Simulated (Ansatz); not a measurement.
# MoSe2 (P6_3/mmc) in Ansatz: a series of runs

One crystal, MoSe2, is run at these levels: LDA; tasks: single point, equation of state.

Program: Ansatz 0.2.0. These are calculated values, not measurements. Logs are shortened: lines on timing, memory, paths and dates and some standing lists are left out, and cuts for length are marked.

## Step 1: The crystal as given

The structure is hexagonal, space group P6_3/mmc (No. 194). Conventional cell: a = 3.288 Å, b = 3.288 Å, c = 12.900 Å, α = 90.00°, β = 90.00°, γ = 120.00°. Mo (site symmetry -6m2) has 6 Se at 2.49 Å as nearest neighbours. Se (site symmetry 3m) has 3 Mo at 2.49 Å as nearest neighbours.

## Step 2: Single point, LDA, 18.92 Å³/atom (volume scaled by 0.94)

Contents of input.yaml:

```yaml
crystal:
  lattice:
    - [3.2208791255, 0.0, 0.0]
    - [-1.6104395627, 2.7893631451, 0.0]
    - [0.0, 0.0, 12.6366608024]
  atoms:
    - { symbol: Mo, position: [0.6666666667, 0.3333333333, 0.75] }
    - { symbol: Mo, position: [0.3333333333, 0.6666666667, 0.25] }
    - { symbol: Se, position: [0.6666666667, 0.3333333333, 0.375] }
    - { symbol: Se, position: [0.3333333333, 0.6666666667, 0.875] }
    - { symbol: Se, position: [0.6666666667, 0.3333333333, 0.125] }
    - { symbol: Se, position: [0.3333333333, 0.6666666667, 0.625] }
hamiltonian:
  xc: lda
  pseudopotentials: { kind: paw }
kpoints:
  mp_grid: { grid: [9, 9, 2] }
scf:
  occupations: { method: fermi_dirac, width: 0.05 }
output:
  forces: true
  stress: true
  eigenvalues: true
  write_density: true
  write_potential: true
  elf: true
  volumetric_format: npy
```

Potentials or basis: Ansatz PAW.

Launch:

```sh
$ ansatz run input.yaml --threads 2 --pin off --max-ram 5632MiB --backend cpu --events-out ev --progress --plain --runs-dir out
```

The log of the run:

```text
Warning: RAYON_NUM_THREADS=2 ignored (pool sized by the plan → 2); use --threads N
Engine: ansatz 0.2.0, x86_64-unknown-linux-gnu
Pseudopotentials: kind: paw
Pseudopotential: Mo, paw, valence charge 14, recommended cutoff 420 eV (normal), Mo.paw.azcp
Pseudopotential: Se, paw, valence charge 16, recommended cutoff 420 eV (normal), Se.paw.azcp
Functional definition: SPW92
  exchange = slater_x
  correlation = pw_c
Crystal: 6 atoms, lattice volume = 113.530 Å³
Basis set: ecut = 420 eV, 2263 PW (Γ)
Bands: 56, of which v1, the nominal top of the filled ones, is band 46 counted from 1 (45 counted from 0)
Symmetry: 24 space group operations
Space group: P63/mmc (ITA 194), of the structure as read, at distance tolerance 4.8e-5 Å
k-points: 24 of 162
Non-local potential: Mo, projectors of the file, l = 0: 3, l = 1: 2, l = 2: 2, l = 3: 1
Non-local potential: Se, projectors of the file, l = 0: 2, l = 1: 2, l = 2: 3, l = 3: 1
PAW form: soft (Blöchl's): semilocal exchange-correlation on the pseudo side does not see the compensation charge
PAW frozen core: Mo, regenerated for the run's functional, and the local potential with it (the file was generated under x = pbe(κ = 0.804, μ = 0.2195149727645171), c = pbe(β = 0.06672455060314922))
PAW frozen core: Se, regenerated for the run's functional, and the local potential with it (the file was generated under x = pbe(κ = 0.804, μ = 0.2195149727645171), c = pbe(β = 0.06672455060314922))
PAW one-centre angular grid: Mo, 590 points (default); XC on 64 Gauss nodes
PAW one-centre angular grid: Se, 590 points (default); XC on 64 Gauss nodes
Initial density: superposition of atomic densities (neutral atoms: chi_scale 0, normalization atom), corrected by the library's trained network
Initial wavefunctions: pseudopotential atomic-orbital guess
Functional: x = slater, c = lda
SCF iter   1: F=—  HF=-31222.822471 eV  |F-HF|=—  |Δ(HF+E_count)|=         —  Δρ=7.57e-3  dr2=3.32e-2  ethr=1.77e-3  ⟨swp⟩=6.2  Hψ=4742  notcnv=0  defer=1
preconditioner: auto → Resta (q_TF=auto, 2.634 Å⁻¹)  ε∞=6.2  [insulator: Δε(μ)=0.862 eV  Ē_g=9.185 eV  σ=0.050 eV  W_gap=1.00  n_scr=40 (ndim 8)  ℏωp=20.9 eV  f_vac=0.042  D(μ)=0.00/eV (n_scr^D=0)  ε∞_Penn≈6.2]
SCF iter   2: F=—  HF=-31222.821449 eV  |F-HF|=—  |Δ(HF+E_count)|=   1.02e-3  Δρ=3.91e-3  dr2=6.57e-3  ethr=3.61e-5  ⟨swp⟩=2.0  Hψ=1953  notcnv=0  defer=9
SCF iter   3: F=—  HF=-31222.821603 eV  |F-HF|=—  |Δ(HF+E_count)|=   1.53e-4  Δρ=1.88e-3  dr2=1.71e-3  ethr=7.15e-6  ⟨swp⟩=2.8  Hψ=1906  notcnv=0  defer=9
SCF iter   4: F=—  HF=-31222.821648 eV  |F-HF|=—  |Δ(HF+E_count)|=   4.54e-5  Δρ=2.11e-4  dr2=3.99e-5  ethr=1.86e-6  ⟨swp⟩=2.0  Hψ=1688  notcnv=0  defer=9
SCF iter   5: F=—  HF=-31222.821638 eV  |F-HF|=—  |Δ(HF+E_count)|=   1.00e-5  Δρ=8.93e-5  dr2=1.35e-5  ethr=4.34e-8  ⟨swp⟩=2.0  Hψ=2353  notcnv=0  defer=9
SCF iter   6: F=—  HF=-31222.821637 eV  |F-HF|=—  |Δ(HF+E_count)|=   1.23e-6  Δρ=2.84e-5  dr2=1.51e-6  ethr=1.46e-8  ⟨swp⟩=3.0  Hψ=2458  notcnv=0  defer=9
SCF iter   7: F=-31222.821637 eV  HF=-31222.821637 eV  |F-HF|=9.03e-9  |Δ(HF+E_count)|=   3.55e-8  Δρ=6.15e-6  dr2=8.82e-8  ethr=1.09e-10  ⟨swp⟩=11.6  Hψ=9105  notcnv=0
SCF 1 converged in 7 iterations: F = -31222.821637 eV  dr2 = 8.82e-8
SCF converged after 7 iterations
Free energy (F): -31222.821637 eV
Harris-Foulkes:  -31222.821637 eV  (|F-HF|=9.03e-9)
Internal energy: -31222.821626 eV  (E = F + TS)
E sigma→0 (E₀):  -31222.821632 eV
Entropy (-TS):   -0.000011 eV (-0.002 meV/atom)
Fermi energy:    13.824467 eV
--- Per-component energies (eV) ---
  E_band       = -1567.220161
  E_kinetic    = 1378.634712
  E_local      = -11884.237562  (includes V_loc(G=0)·N_el)
  E_nonlocal   = -2058.892611
  E_hartree    = 5650.650372
  E_xc         = -787.988634
  E_vxc        = -862.659157  (∫ρ·V_xc dr)
  E_paw        = -13487.409473  (= ΣΔE_a)
  E_vpaw       = 558.619704  (= ΣTr[D̂ρ^β])
  E_aug_tail   = -0.002403  (compensation charges beyond the density's cutoff)
  E_ewald      = -10043.391107
  E_core_change = 9.815082  (= ΣΔE_core)
  E_smearing   = -0.000011  (= −TS)
  E_closure    = 0.000000  (closes the sum)
  Σ components = -31222.821637   (vs F -31222.821637, Δ=0.00e0)
--- Forces (eV/Å), atoms counted from 1 ---
  atom   1  Mo     0.00000000    -0.00000000     0.00000000
  atom   2  Mo    -0.00000000     0.00000000     0.00000000
  atom   3  Se    -0.00000000     0.00000000     1.72725244
  atom   4  Se     0.00000000    -0.00000000     1.72725244
  atom   5  Se    -0.00000000     0.00000000    -1.72725244
  atom   6  Se     0.00000000    -0.00000000    -1.72725244
  max |Σ_I F_I| component: 9.83e-18 eV/Å
--- Stress (GPa, compression-positive) ---
        8.002428      -0.000000       0.000000
        0.000000       8.002428       0.000000
        0.000000       0.000000      15.081808
  P = ⅓ Tr σ = 10.3622 GPa (103.622 kbar)
--- Band table (eV; the first three rows and the last of 24) ---
  k-point 0: bands = ["-47.7086", "-47.7086", "-34.7028", "-34.7028", "-34.7027", "-34.7027", "-34.7020", "-34.7020", "-34.7019", "-34.7019", "-34.6617", "-34.6617", "-34.6614", "-34.6614", "-34.6598", "-34.6598", "-34.6595", "-34.6595", "-34.6452", "-34.6449", "-34.6409", "-34.6406", "-22.0139", "-22.0138", "-21.7587", "-21.7587", "-21.7587", "-21.7587", "-2.1201", "-1.8583", "-0.8758", "-0.4404", "6.3224", "7.4443", "9.8420", "10.2457", "10.2457", "10.2582", "10.2582", "11.4211", "11.4211", "11.4625", "11.4625", "12.1420", "12.5723", "13.4709", "15.9845", "15.9845", "16.0364", "16.0364", "16.3466", "16.3466", "16.5501", "16.5501", "18.8047", "19.0733"]
  k-point 1: bands = ["-47.7086", "-47.7086", "-34.7028", "-34.7028", "-34.7028", "-34.7028", "-34.7019", "-34.7019", "-34.7019", "-34.7019", "-34.6616", "-34.6616", "-34.6616", "-34.6616", "-34.6596", "-34.6596", "-34.6596", "-34.6596", "-34.6451", "-34.6451", "-34.6408", "-34.6408", "-22.0138", "-22.0138", "-21.7587", "-21.7587", "-21.7587", "-21.7587", "-2.0080", "-2.0080", "-0.6420", "-0.6420", "6.7898", "6.7898", "10.2518", "10.2518", "10.2518", "10.2518", "10.8550", "10.8550", "11.4418", "11.4418", "11.4418", "11.4418", "13.2474", "13.2474", "16.0025", "16.0025", "16.0025", "16.0025", "16.4557", "16.4557", "16.4557", "16.4557", "18.9614", "18.9614"]
  k-point 2: bands = ["-47.7047", "-47.7047", "-34.7026", "-34.7025", "-34.7021", "-34.7021", "-34.7020", "-34.7020", "-34.7013", "-34.7012", "-34.6618", "-34.6617", "-34.6615", "-34.6614", "-34.6601", "-34.6599", "-34.6598", "-34.6596", "-34.6449", "-34.6446", "-34.6405", "-34.6403", "-22.0037", "-22.0036", "-21.8022", "-21.8022", "-21.7682", "-21.7682", "-1.9279", "-1.6688", "-0.7766", "-0.3625", "6.5396", "7.6531", "9.5296", "9.8142", "9.8441", "10.4379", "10.4601", "10.7595", "11.1229", "11.1738", "11.5663", "12.1682", "12.7930", "13.1318", "15.5934", "15.6849", "15.6907", "15.9694", "16.0233", "16.2477", "16.2725", "16.3763", "19.7562", "19.9689"]
  k-point 23: bands = ["-47.6705", "-47.6705", "-34.7003", "-34.7003", "-34.6988", "-34.6988", "-34.6984", "-34.6984", "-34.6978", "-34.6978", "-34.6641", "-34.6641", "-34.6622", "-34.6622", "-34.6612", "-34.6612", "-34.6601", "-34.6601", "-34.6421", "-34.6421", "-34.6374", "-34.6374", "-22.0376", "-22.0376", "-21.9804", "-21.9804", "-21.9153", "-21.9153", "0.3472", "0.3472", "0.4447", "0.4447", "7.1661", "7.1661", "7.8799", "7.8799", "8.4426", "8.4426", "8.9672", "8.9672", "9.9501", "9.9501", "10.7152", "10.7152", "12.7227", "12.7227", "14.3375", "14.3375", "15.6259", "15.6259", "16.3525", "16.3525", "17.6915", "17.6915", "19.7430", "19.7430"]
```

Wall time 5 s (2 threads of Intel Xeon Platinum 8259CL at 2.50GHz (Skylake/Cascade Lake), shared host); peak memory 0.51 GiB.

What came out:

* Free energy: -31222.8216 eV
* Pressure: 10.4 GPa
* Largest force: 1.727 eV/Å
* Band gap on the k mesh: 0.86 eV, indirect (least direct gap 1.49 eV)

Caveat: odd divisions of the mesh miss points on the zone boundary, where band edges often lie, so the gap on the mesh can be too wide; the cell's inner coordinates are idealised or old, which leaves forces on the atoms; the PAW data sets come from PBE, with cores solved anew for the run's functional, which leaves a small shift of forces and pressure.

## Step 3: Single point, LDA, 19.32 Å³/atom (volume scaled by 0.96)

input.yaml: that of step 2 with these lines changed.

```diff
@@ -2,5 +2,5 @@
   lattice:
-    - [3.2208791255, 0.0, 0.0]
-    - [-1.6104395627, 2.7893631451, 0.0]
-    - [0.0, 0.0, 12.6366608024]
+    - [3.2435621202, 0.0, 0.0]
+    - [-1.6217810601, 2.8090071948, 0.0]
+    - [0.0, 0.0, 12.7256543035]
   atoms:
@@ -23,5 +23 @@
   eigenvalues: true
-  write_density: true
-  write_potential: true
-  elf: true
-  volumetric_format: npy
```

Potentials or basis: Ansatz PAW.

Launch:

```sh
$ ansatz run input.yaml --threads 2 --pin off --max-ram 5632MiB --backend cpu --events-out ev --progress --plain --runs-dir out
```

Wall time 4 s (2 threads of Intel Xeon Platinum 8259CL at 2.50GHz (Skylake/Cascade Lake), shared host); peak memory 0.49 GiB.

It converged, with:

| Quantity | Value |
| --- | --- |
| Free energy | -31222.9501 eV |
| Pressure | 6.7 GPa |
| Largest force | 1.315 eV/Å |
| Band gap on the k mesh | 0.87 eV, indirect (least direct gap 1.45 eV) |

Caveat: odd divisions of the mesh miss points on the zone boundary, where band edges often lie, so the gap on the mesh can be too wide; the cell's inner coordinates are idealised or old, which leaves forces on the atoms; the PAW data sets come from PBE, with cores solved anew for the run's functional, which leaves a small shift of forces and pressure.

## Step 4: Single point, LDA, 19.73 Å³/atom (volume scaled by 0.98)

input.yaml: that of step 3 with these lines changed.

```diff
@@ -2,5 +2,5 @@
   lattice:
-    - [3.2435621202, 0.0, 0.0]
-    - [-1.6217810601, 2.8090071948, 0.0]
-    - [0.0, 0.0, 12.7256543035]
+    - [3.265932221, 0.0, 0.0]
+    - [-1.6329661105, 2.8283802704, 0.0]
+    - [0.0, 0.0, 12.8134202101]
   atoms:
```

Launch:

```sh
$ ansatz run input.yaml --threads 2 --pin off --max-ram 5632MiB --backend cpu --events-out ev --progress --plain --runs-dir out
```

Wall time 4 s (2 threads of Intel Xeon Platinum 8259CL at 2.50GHz (Skylake/Cascade Lake), shared host); peak memory 0.52 GiB.

The run converged. Its results:

```yaml
Free_energy: -31223.0268 eV
Pressure: 3.5 GPa
Largest_force: 0.934 eV/Å
Band_gap_on_the_k_mesh: 0.87 eV, indirect (least direct gap 1.41 eV)
```

Caveat: odd divisions of the mesh miss points on the zone boundary, where band edges often lie, so the gap on the mesh can be too wide; the cell's inner coordinates are idealised or old, which leaves forces on the atoms; the PAW data sets come from PBE, with cores solved anew for the run's functional, which leaves a small shift of forces and pressure.

## Step 5: Single point, LDA, 20.13 Å³/atom

input.yaml: that of step 4 with these lines changed.

```diff
@@ -2,5 +2,5 @@
   lattice:
-    - [3.265932221, 0.0, 0.0]
-    - [-1.6329661105, 2.8283802704, 0.0]
-    - [0.0, 0.0, 12.8134202101]
+    - [3.288, 0.0, 0.0]
+    - [-1.644, 2.8474915276, 0.0]
+    - [0.0, 0.0, 12.9]
   atoms:
```

Launch:

```sh
$ ansatz run input.yaml --threads 2 --pin off --max-ram 5632MiB --backend cpu --events-out ev --progress --plain --runs-dir out
```

Run time: 4 s. Hardware: 2 threads of Intel Xeon Platinum 8259CL at 2.50GHz (Skylake/Cascade Lake), shared host; peak memory 0.52 GiB.

It converged, with:

| Item | Value |
| --- | --- |
| Free energy | -31223.0572 eV |
| Pressure | 0.6 GPa |
| Largest force | 0.581 eV/Å |
| Band gap on the k mesh | 0.87 eV, indirect (least direct gap 1.37 eV) |

Caveat: odd divisions of the mesh miss points on the zone boundary, where band edges often lie, so the gap on the mesh can be too wide; the cell's inner coordinates are idealised or old, which leaves forces on the atoms; the PAW data sets come from PBE, with cores solved anew for the run's functional, which leaves a small shift of forces and pressure.

## Step 6: Single point, LDA, 20.53 Å³/atom (volume scaled by 1.02)

input.yaml: that of step 5 with these lines changed.

```diff
@@ -2,5 +2,5 @@
   lattice:
-    - [3.288, 0.0, 0.0]
-    - [-1.644, 2.8474915276, 0.0]
-    - [0.0, 0.0, 12.9]
+    - [3.309775469, 0.0, 0.0]
+    - [-1.6548877345, 2.866349637, 0.0]
+    - [0.0, 0.0, 12.9854329533]
   atoms:
```

Potentials or basis: Ansatz PAW.

Launch:

```sh
$ ansatz run input.yaml --threads 2 --pin off --max-ram 5632MiB --backend cpu --events-out ev --progress --plain --runs-dir out
```

It took 4 s on 2 threads of Intel Xeon Platinum 8259CL at 2.50GHz (Skylake/Cascade Lake), shared host; peak memory 0.52 GiB.

The run converged. Its results:

| Quantity | Value |
| --- | --- |
| Free energy | -31223.0459 eV |
| Pressure | -2.0 GPa |
| Largest force | 0.254 eV/Å |
| Band gap on the k mesh | 0.86 eV, indirect (least direct gap 1.34 eV) |

Caveat: odd divisions of the mesh miss points on the zone boundary, where band edges often lie, so the gap on the mesh can be too wide; the cell's inner coordinates are idealised or old, which leaves forces on the atoms; the PAW data sets come from PBE, with cores solved anew for the run's functional, which leaves a small shift of forces and pressure.

## Step 7: Single point, LDA, 20.93 Å³/atom (volume scaled by 1.04)

input.yaml: that of step 6 with these lines changed.

```diff
@@ -2,5 +2,5 @@
   lattice:
-    - [3.309775469, 0.0, 0.0]
-    - [-1.6548877345, 2.866349637, 0.0]
-    - [0.0, 0.0, 12.9854329533]
+    - [3.3312681198, 0.0, 0.0]
+    - [-1.6656340599, 2.8849628185, 0.0]
+    - [0.0, 0.0, 13.0697563093]
   atoms:
```

Launch:

```sh
$ ansatz run input.yaml --threads 2 --pin off --max-ram 5632MiB --backend cpu --events-out ev --progress --plain --runs-dir out
```

It took 4.1 s on 2 threads of Intel Xeon Platinum 8259CL at 2.50GHz (Skylake/Cascade Lake), shared host; peak memory 0.52 GiB.

Results (log left out):

```yaml
Free_energy: -31222.9973 eV
Pressure: -4.4 GPa
Largest_force: 0.049 eV/Å
Band_gap_on_the_k_mesh: 0.86 eV, indirect (least direct gap 1.30 eV)
```

Caveat: odd divisions of the mesh miss points on the zone boundary, where band edges often lie, so the gap on the mesh can be too wide; the cell's inner coordinates are idealised or old, which leaves forces on the atoms; the PAW data sets come from PBE, with cores solved anew for the run's functional, which leaves a small shift of forces and pressure.

## Step 8: Single point, LDA, 21.34 Å³/atom (volume scaled by 1.06)

input.yaml: that of step 7 with these lines changed.

```diff
@@ -2,5 +2,5 @@
   lattice:
-    - [3.3312681198, 0.0, 0.0]
-    - [-1.6656340599, 2.8849628185, 0.0]
-    - [0.0, 0.0, 13.0697563093]
+    - [3.3524869601, 0.0, 0.0]
+    - [-1.6762434801, 2.9033388733, 0.0]
+    - [0.0, 0.0, 13.1530054092]
   atoms:
```

Launch:

```sh
$ ansatz run input.yaml --threads 2 --pin off --max-ram 5632MiB --backend cpu --events-out ev --progress --plain --runs-dir out
```

Wall time 3.9 s (2 threads of Intel Xeon Platinum 8259CL at 2.50GHz (Skylake/Cascade Lake), shared host); peak memory 0.52 GiB.

The run converged. Its results:

| Quantity | Value |
| --- | --- |
| Free energy | -31222.9152 eV |
| Pressure | -6.5 GPa |
| Largest force | 0.329 eV/Å |
| Band gap on the k mesh | 0.86 eV, indirect (least direct gap 1.27 eV) |

Caveat: odd divisions of the mesh miss points on the zone boundary, where band edges often lie, so the gap on the mesh can be too wide; the cell's inner coordinates are idealised or old, which leaves forces on the atoms; the PAW data sets come from PBE, with cores solved anew for the run's functional, which leaves a small shift of forces and pressure.

## Step 9: Equation of state, LDA

Potentials or basis: Ansatz PAW.

No new run: the results of the series are fitted here.

What came out:

- Equilibrium volume: 20.22 Å³/atom
- Bulk modulus at fixed shape and positions: 135 GPa
- Pressure derivative of the bulk modulus: 4.4

Energy against volume, from the lowest point:
```
volume (Å³/atom)  energy (meV/atom)
          18.922              39.25
          19.324              17.85
          19.727               5.06
          20.129               0.00
          20.532               1.88
          20.935               9.98
          21.337              23.66
```

Caveat: the cell was scaled at fixed shape and fractional positions, which overstates the stiffness of a crystal with free parameters, most of all of layers and chains; the cell's inner coordinates are idealised or old, which leaves forces on the atoms.
